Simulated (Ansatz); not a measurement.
# Au: zone-centre modes under pressure

Au, P6_3/mmc, a = 2.916 Å, c = 4.891 Å. This isn't the element's structure at ambient conditions. Ansatz: PBE, PAW, 420 eV, Γ-centred 18×18×10 mesh on 2 atoms, Fermi-Dirac smearing 0.15 eV; no spin polarisation. Cell and atoms are relaxed at each pressure with the symmetry kept; optical modes at Γ by linear response, in cm⁻¹, matched by rank (the highest 2 distinct ones).

```tsv
P (GPa)	V (Å³/atom)	ω1	ω2
0	18.008	35.0	130.7
5	17.422	40.3	145.3
11	16.857	45.6	160.0
22	16.059	?	?
```

Question: Get each mode's Grüneisen parameter γ = −d ln ω/d ln V from the other rows and predict the missing frequencies.

Answer: ln(V/V0) = 0.0000, -0.0331, -0.0661, -0.1145; a line through ln(ω/ω0) of the 3 known rows gives ω1: γ = 4.003 (intercept 0.0028), predicted 55.5, computed 53.4; ω2: γ = 3.060 (intercept 0.0015), predicted 185.8, computed 182.2. The worst miss is 3.9 %: γ isn't constant over this range, and modes matched by rank may have crossed. In a metal these frequencies hang on the mesh and smearing.

Spin–orbit coupling is left out, which can shift energies with elements as heavy as these.

Cost: 4 runs of about 3.2 core-minutes in all, on Intel Xeon 6975P-C (Granite Rapids) (shared hosts).